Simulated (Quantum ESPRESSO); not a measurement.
# MnS (P6_3mc) in Quantum ESPRESSO: further runs, part 2 of 2

Quantum ESPRESSO 7.5. The steps go on from the part before.

### Step 5. The runs side by side

| task | level | potentials or basis | form of the LDA correlation | gap on the mesh (eV) | pressure (GPa) | moment (μB) | largest force (eV/Å) |
| --- | --- | --- | --- | --- | --- | --- | --- |
| band structure | PBEsol | GBRV 1.5 PBEsol | - | none | -0.5 | 9.84 | 0.27 |
| band structure | LDA | GBRV 1.5 LDA | PZ81 | none | -4.1 | 9.61 | 0.25 |
| single point | PBEsol | GBRV 1.5 PBEsol | - | none | -0.5 | 9.84 | 0.27 |

Alike in all rows: spin collinear, ferromagnetic start; cell as given; k mesh 8 × 8 × 4; cutoff (eV) 612; smearing fermi-dirac 0.05 eV.

Caveats: semilocal functionals often make such compounds metallic where correlation or magnetic order opens a gap, which also shifts bond lengths; only a ferromagnetic start was run, and an antiferromagnetic order may lie lower in energy.

Absolute energies hang on the potentials; compare differences alone.
